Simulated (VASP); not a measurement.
# AgCl (Fm-3m) in VASP: band structure with PBE

Aim: the band structure of AgCl with PBE.

Everything below comes from runs of VASP 6.6.1. Logs are shortened: lines on timing, memory, paths and dates and some standing lists are left out, and cuts for length are marked.

**The experiment to reproduce.**

A printed reference work, data compilation reports, for a bulk crystal of AgCl: band gap 3.249 eV (indirect).

The results are compared with them further down.

**1. The structure**

It takes space group Fm-3m (No. 225, cubic). The conventional cell has a = 5.470 Å, b = 5.470 Å, c = 5.470 Å, α = 90.00°, β = 90.00°, γ = 90.00°. Ag (site symmetry m-3m) has 6 Cl at 2.73 Å as nearest neighbours. Cl (site symmetry m-3m) has 6 Ag at 2.73 Å as nearest neighbours.

**2. Band structure, PBE**

Input file POSCAR:

```
AgCl
1.0
    0.0000000000      2.7350000000      2.7350000000
    2.7350000000      0.0000000000      2.7350000000
    2.7350000000      2.7350000000      0.0000000000
Ag Cl
1 1
Direct
    0.0000000000      0.0000000000      0.0000000000
    0.5000000000      0.5000000000      0.5000000000
```

Input file INCAR.step1:

```
ALGO     = Normal         # electronic algorithm
EDIFF    = 1E-7           # SCF threshold, eV
ENCUT    = 520            # plane-wave cutoff, eV
GGA      = PE             # functional
ISIF     = 2              # what is computed and relaxed
ISMEAR   = 0              # smearing method
LASPH    = T              # aspherical terms in the spheres
LCHARG   = T              # write CHGCAR
LMAXMIX  = 4              # l up to which the mixer works
LREAL    = F              # projectors in reciprocal space
LWAVE    = F              # write WAVECAR
NELM     = 60             # most SCF steps
PREC     = Accurate       # precision mode
SIGMA    = 0.02           # smearing width, eV
```

Input file KPOINTS.step1:

```
k-points
0
Gamma
  8 8 8
```

Input file INCAR.step2:

```
ALGO     = Normal         # electronic algorithm
EDIFF    = 1E-7           # SCF threshold, eV
ENCUT    = 520            # plane-wave cutoff, eV
GGA      = PE             # functional
ICHARG   = 11             # starting density
ISIF     = 2              # what is computed and relaxed
ISMEAR   = 0              # smearing method
LASPH    = T              # aspherical terms in the spheres
LCHARG   = F              # write CHGCAR
LMAXMIX  = 4              # l up to which the mixer works
LREAL    = F              # projectors in reciprocal space
LWAVE    = F              # write WAVECAR
NELM     = 60             # most SCF steps
PREC     = Accurate       # precision mode
SIGMA    = 0.05           # smearing width, eV
```

Input file KPOINTS.step2:

```
path GXWKGLUWLK,UX
15
line-mode
reciprocal
 0.0000000000  0.0000000000  0.0000000000  G
 0.5000000000  0.0000000000  0.5000000000  X

 0.5000000000  0.0000000000  0.5000000000  X
 0.5000000000  0.2500000000  0.7500000000  W

 0.5000000000  0.2500000000  0.7500000000  W
 0.3750000000  0.3750000000  0.7500000000  K

 0.3750000000  0.3750000000  0.7500000000  K
 0.0000000000  0.0000000000  0.0000000000  G

 0.0000000000  0.0000000000  0.0000000000  G
 0.5000000000  0.5000000000  0.5000000000  L

 0.5000000000  0.5000000000  0.5000000000  L
 0.6250000000  0.2500000000  0.6250000000  U

 0.6250000000  0.2500000000  0.6250000000  U
 0.5000000000  0.2500000000  0.7500000000  W

 0.5000000000  0.2500000000  0.7500000000  W
 0.5000000000  0.5000000000  0.5000000000  L

 0.5000000000  0.5000000000  0.5000000000  L
 0.3750000000  0.3750000000  0.7500000000  K

 0.6250000000  0.2500000000  0.6250000000  U
 0.5000000000  0.0000000000  0.5000000000  X
```

Potentials or basis: VASP PAW PBE potentials, release 64 (Ag, Cl).

Run with:

```bash
$ cat potpaw_PBE.64/Ag/POTCAR potpaw_PBE.64/Cl/POTCAR > POTCAR
$ cp INCAR.step1 INCAR
$ cp KPOINTS.step1 KPOINTS
$ mpirun -np 1 vasp_std > vasp.out
$ cp INCAR.step2 INCAR
$ cp KPOINTS.step2 KPOINTS
$ mpirun -np 1 vasp_std > vasp.out
```

OUTCAR:

```text
EDIFF = 1E-7
   ENCUT = 520
   GGA = PE
   ICHARG = 11
   ISIF = 2
   ISMEAR = 0
   LASPH = T
   LREAL = F
   NELM = 60
   PREC = Accurate

 ion  position               nearest neighbor table
   1  0.000  0.000  0.000-   2 2.73   2 2.73   2 2.73   2 2.73   2 2.73   2 2.73
   2  0.500  0.500  0.500-   1 2.73   1 2.73   1 2.73   1 2.73   1 2.73   1 2.73

  LATTYP: Found a face centered cubic cell.
 ALAT       =     5.4700000000

  Lattice vectors:

 A1 = (   0.0000000000,   2.7350000000,   2.7350000000)
 A2 = (   2.7350000000,   0.0000000000,   2.7350000000)
 A3 = (   2.7350000000,   2.7350000000,   0.0000000000)

Analysis of symmetry for initial positions (statically):
=====================================================================
 Subroutine PRICEL returns:
 Original cell was already a primitive cell.

 Routine SETGRP: Setting up the symmetry group for a
 face centered cubic supercell.

 Subroutine GETGRP returns: Found 48 space group operations
 (whereof 48 operations were pure point group operations)
 out of a pool of 48 trial point group operations.

The static configuration has the point symmetry O_h .

Analysis of symmetry for dynamics (positions and initial velocities):
=====================================================================
 Subroutine PRICEL returns:
 Original cell was already a primitive cell.

 Routine SETGRP: Setting up the symmetry group for a
 face centered cubic supercell.

 Subroutine GETGRP returns: Found 48 space group operations
 (whereof 48 operations were pure point group operations)
 out of a pool of 48 trial point group operations.

The dynamic configuration has the point symmetry O_h .

 Subroutine INISYM returns: Found 48 space group operations
 (whereof 48 operations are pure point group operations),
 and found     1 'primitive' translations

----------------------------------------------------------------------------------------

                                     Primitive cell

  volume of cell :      40.9168

  direct lattice vectors                    reciprocal lattice vectors
     0.000000000  2.735000000  2.735000000    -0.182815356  0.182815356  0.182815356
     2.735000000  0.000000000  2.735000000     0.182815356 -0.182815356  0.182815356
     2.735000000  2.735000000  0.000000000     0.182815356  0.182815356 -0.182815356

  length of vectors
     3.867874093  3.867874093  3.867874093     0.316645486  0.316645486  0.316645486

  position of ions in fractional coordinates (direct lattice)
     0.000000000  0.000000000  0.000000000
     0.500000000  0.500000000  0.500000000

  ion indices of the primitive-cell ions
   primitive index   ion index
                 1           1
                 2           2

----------------------------------------------------------------------------------------

 KPOINTS: path GXWKGLUWLK,UX

Interpolating k-points between supplied coordinates.

 Line segments in fractional coordinates (reciprocal lattice):
    0.000000  0.000000  0.000000  ...  0.500000  0.000000  0.500000
    0.500000  0.000000  0.500000  ...  0.500000  0.250000  0.750000
    0.500000  0.250000  0.750000  ...  0.375000  0.375000  0.750000
    0.375000  0.375000  0.750000  ...  0.000000  0.000000  0.000000
    0.000000  0.000000  0.000000  ...  0.500000  0.500000  0.500000
    0.500000  0.500000  0.500000  ...  0.625000  0.250000  0.625000
    0.625000  0.250000  0.625000  ...  0.500000  0.250000  0.750000
    0.500000  0.250000  0.750000  ...  0.500000  0.500000  0.500000
    0.500000  0.500000  0.500000  ...  0.375000  0.375000  0.750000
    0.625000  0.250000  0.625000  ...  0.500000  0.000000  0.500000

 Generated    15 points on each line segment, for a total of    150 k-points:

 Following reciprocal coordinates:
            Coordinates               Weight
  0.000000  0.000000  0.000000      0.006667
  0.035714  0.000000  0.035714      0.006667
  0.071429  0.000000  0.071429      0.006667
  0.107143  0.000000  0.107143      0.006667
  0.142857  0.000000  0.142857      0.006667
  0.178571  0.000000  0.178571      0.006667
[... 16 lines left out ...]
  0.500000  0.125000  0.625000      0.006667
  0.500000  0.142857  0.642857      0.006667
 [... further k-points ...]
   k-points           NKPTS =    150   k-points in BZ     NKDIM =    150   number of bands    NBANDS=     13
   number of dos      NEDOS =    301   number of ions     NIONS =      2
   total plane-waves  NPLWV =  27000
   dimension x,y,z NGX =    30 NGY =   30 NGZ =   30
   dimension x,y,z NGXF=    60 NGYF=   60 NGZF=   60
   ions per type =               1   1
   NGX,Y,Z   is equivalent  to a cutoff of  12.89, 12.89, 12.89 a.u.
   NGXF,Y,Z  is equivalent  to a cutoff of  25.79, 25.79, 25.79 a.u.
 SYSTEM =  unknown system
   PREC   = accura    normal or accurate (medium, high low for compatibility)
   ISTART =      0    job   : 0-new  1-cont  2-samecut
   ICHARG =     11    charge: 1-file 2-atom 10-const
   ISPIN  =      1    spin polarized calculation?
   LNONCOLLINEAR =      F non collinear calculations
   LSORBIT =      F    spin-orbit coupling
   LASPH  =      T    aspherical Exc in radial PAW
   ENCUT  =  520.0 eV  38.22 Ry    6.18 a.u.   7.19  7.19  7.19*2*pi/ulx,y,z
   NELM   =     60;   NELMIN=  2; NELMDL=  0     # of ELM steps
   EDIFF  = 0.1E-06   stopping-criterion for ELM
   LREAL  =      F    real-space projection
   EDIFFG = 0.1E-05   stopping-criterion for IOM
   NSW    =      0    number of steps for IOM
   IBRION =     -1    ionic relax: 0-MD 1-quasi-New 2-CG
   NFREE  =      0    steps in history (QN), initial steepest desc. (CG)
   ISIF   =      2    stress and relaxation
   ISYM   =      2    0-nonsym 1-usesym 2-fastsym
   POTIM  = 0.5000    time-step for ionic-motion
   TEBEG  =    0.0;   TEEND  =   0.0 temperature during run
   PSTRESS=    0.0 pullay stress
   NELECT =      18.0000    total number of electrons
   NUPDOWN=      -1.0000    fix difference up-down
   EMIN   =  10.00;   EMAX   =-10.00  energy-range for DOS
   EFERMI =   0.00;   METHOD = LEGACY
   ISMEAR =     0;   SIGMA  =   0.05  broadening in eV -4-tet -1-fermi 0-gaus
   EFERMI_NEDOS =   21; number of points for ismear=-14 and -15
   IALGO  =     38    algorithm
   IMIX   =      4    mixing-type and parameters
     AMIX     =   0.40;   BMIX     =  1.00
     AMIX_MAG =   1.60;   BMIX_MAG =  1.00
  volume/ion in A,a.u.               =      20.46       138.06
  Fermi-wavevector in a.u.,A,eV,Ry     =   1.245083  2.352866 21.092186  1.550232
  Thomas-Fermi vector in A             =   2.379321
   LORBIT       =      0    0 simple, 1 ext, 2 COOP (PROOUT), +10 PAW based schemes
   GGA     = PE    functional components
   LHFCALC =     F    Hartree Fock is set to
   AEXX    =    0.0000 exact exchange contribution
   IVDW    =     0    specifies the selected vdW correction
   LEPSILON=     F    determine dielectric tensor
   LRPA    =     F    only Hartree local field effects (RPA)
 non-spin polarized calculation
 Gauss-broadening in eV      SIGMA  =   0.05
  energy-cutoff  :      520.00
  volume of cell :       40.92
 maximum number of plane-waves:      1124
 NGX is ok and might be reduce to    30

 number of electron      18.0000002 magnetization

 Free energy of the ion-electron system (eV)
  ---------------------------------------------------
  ext. energy  EPLUGINS =         0.00000000
  ---------------------------------------------------
  free energy    TOTEN  =        -5.58938877 eV

  energy without entropy =       -5.58938877  energy(sigma->0) =       -5.58938877

 E-fermi :   4.6075     XC(G=0): -10.1849

 val. band max:        4.3570111407   @ k =   0.5000   0.5000   0.5000
 cond. band min:       5.2595225112   @ k =   0.0000   0.0000   0.0000
 fundamental gap:      0.9025113705
 Fermi energy:         4.6074590109

 k-point     1 :       0.0000    0.0000    0.0000
  band No.  band energies     occupation
      1     -11.0785      2.00000
      2       1.7427      2.00000
      3       1.7427      2.00000
      4       1.7427      2.00000
      5       1.7861      2.00000
      6       1.7861      2.00000
      7       1.8593      2.00000
      8       1.8593      2.00000
      9       1.8593      2.00000
     10       5.2595      0.00000
     11      15.1929      0.00000
     12      15.1929      0.00000
     13      15.1929      0.00000

 k-point     2 :       0.0357    0.0000    0.0357
  band No.  band energies     occupation
      1     -11.0710      2.00000
      2       1.4370      2.00000
      3       1.6496      2.00000
      4       1.6496      2.00000
      5       1.7381      2.00000
      6       1.7887      2.00000
      7       1.9535      2.00000
      8       1.9535      2.00000
      9       2.1616      2.00000
     10       5.3552      0.00000
     11      15.0247      0.00000
     12      15.1311      0.00000
     13      15.1311      0.00000

 k-point     3 :       0.0714    0.0000    0.0714
  band No.  band energies     occupation
      1     -11.0489      2.00000
      2       1.0387      2.00000
      3       1.5220      2.00000
      4       1.5220      2.00000
      5       1.7244      2.00000
      6       1.7963      2.00000
      7       2.0838      2.00000
      8       2.0838      2.00000
      9       2.4292      2.00000
     10       5.6301      0.00000
     11      14.6772      0.00000
     12      14.9794      0.00000
     13      14.9794      0.00000
[... 305 lines left out ...]
 k-point    23 :       0.5000    0.1250    0.6250
  band No.  band energies     occupation
      1     -10.5484      2.00000
      2      -0.1964      2.00000
      3       0.3146      2.00000
      4       0.5576      2.00000
      5       1.8723      2.00000
      6       2.2716      2.00000
      7       2.2811      2.00000
      8       2.3024      2.00000
      9       2.7837      2.00000
     10       7.4306      0.00000
     11      12.1708      0.00000
     12      12.7894      0.00000
     13      14.2515      0.00000

 k-point    24 :       0.5000    0.1429    0.6429
  band No.  band energies     occupation
      1     -10.5439      2.00000
      2      -0.1702      2.00000
      3       0.2033      2.00000
      4       0.4772      2.00000
      5       1.9434      2.00000
      6       2.2794      2.00000
      7       2.2812      2.00000
      8       2.3039      2.00000
      9       2.8621      2.00000
     10       7.6409      0.00000
     11      12.1523      0.00000
     12      12.7057      0.00000
     13      13.8705      0.00000

 [... further k-points ...]
[... 5 lines left out ...]
  --------------------------------------------------------------------------------------
  -------------------------------------------------------------------------------------
  Total        0.0612281      0.0612281      0.0612281     -0.0000000     -0.0000000      0.0000000
  in kB        2.3975027      2.3975027      2.3975027     -0.0000000     -0.0000000      0.0000000
  external PRESSURE =       2.3975027 kB  Pullay stress =       0.0000000 kB

 VOLUME and BASIS-vectors are now :
 -----------------------------------------------------------------------------
  energy-cutoff  :      520.00
  volume of cell :       40.92
      direct lattice vectors                 reciprocal lattice vectors
     0.000000000  2.735000000  2.735000000    -0.182815356  0.182815356  0.182815356
     2.735000000  0.000000000  2.735000000     0.182815356 -0.182815356  0.182815356
     2.735000000  2.735000000  0.000000000     0.182815356  0.182815356 -0.182815356

 POSITION                                       TOTAL-FORCE (eV/Angst)
 -----------------------------------------------------------------------------------
      0.00000      0.00000      0.00000         0.000000      0.000000      0.000000
      2.73500      2.73500      2.73500         0.000000     -0.000000     -0.000000
 -----------------------------------------------------------------------------------
    total drift:                               -0.000000      0.000000      0.000000

  FREE ENERGIE OF THE ION-ELECTRON SYSTEM (eV)
  ---------------------------------------------------
  free  energy   TOTEN  =        -5.5893887691 eV

  energy  without entropy=       -5.5893887691  energy(sigma->0) =       -5.58938877
```

Wall time 48 s (1 thread of Intel Xeon Platinum 8488C (Sapphire Rapids), shared host); peak memory 0.22 GiB.

Results:

| Item | Value |
| --- | --- |
| Band gap on the k mesh | 0.90 eV, indirect (least direct gap 3.32 eV) |
| Band gap along the path | 0.90 eV, indirect (least direct gap 3.13 eV) |

Levels at the corners of the path, in eV from the valence-band top:
```
point  band 7  band 8  band 9  band 10  band 11  band 12
    Γ   -2.50   -2.50   -2.50     0.90    10.84    10.84
    X   -2.08   -2.08   -1.96     2.31     7.96     8.77
    X   -2.08   -2.08   -1.96     2.31     7.96     8.77
    W   -2.08   -2.06   -1.28     4.26     7.90     7.90
    W   -2.08   -2.06   -1.28     4.26     7.90     7.90
    K   -1.96   -1.75   -1.13     3.60     7.26     8.19
    K   -1.96   -1.75   -1.13     3.60     7.26     8.19
    Γ   -2.50   -2.50   -2.50     0.90    10.84    10.84
    Γ   -2.50   -2.50   -2.50     0.90    10.84    10.84
    L   -1.87    0.00    0.00     4.13     6.77     7.59
    L   -1.87    0.00    0.00     4.13     6.77     7.59
    U   -1.96   -1.75   -1.13     3.60     7.26     8.19
    U   -1.96   -1.75   -1.13     3.60     7.26     8.19
    W   -2.08   -2.06   -1.28     4.26     7.90     7.90
    W   -2.08   -2.06   -1.28     4.26     7.90     7.90
    L   -1.87    0.00    0.00     4.13     6.77     7.59
    L   -1.87    0.00    0.00     4.13     6.77     7.59
    K   -1.96   -1.75   -1.13     3.60     7.26     8.19
    U   -1.96   -1.75   -1.13     3.60     7.26     8.19
    X   -2.08   -2.08   -1.96     2.31     7.96     8.77
```

Caveat: the log is that of the step along the path at fixed density, whose energy, stress, charges and moments have no meaning.

**3. Comparison with measurements**

Step 2. A measured gap of AgCl is 3.249 eV (indirect; a printed reference work, data compilation); the calculated 0.90 eV misses it by -2.35 eV. So large a miss can be the level of theory's own, or it may mean another phase, state or a wrong row. Spin-orbit coupling on Ag is left out. The value is that of PBE, without temperature or zero-point motion. Semilocal functionals fall short of measured gaps as a rule.
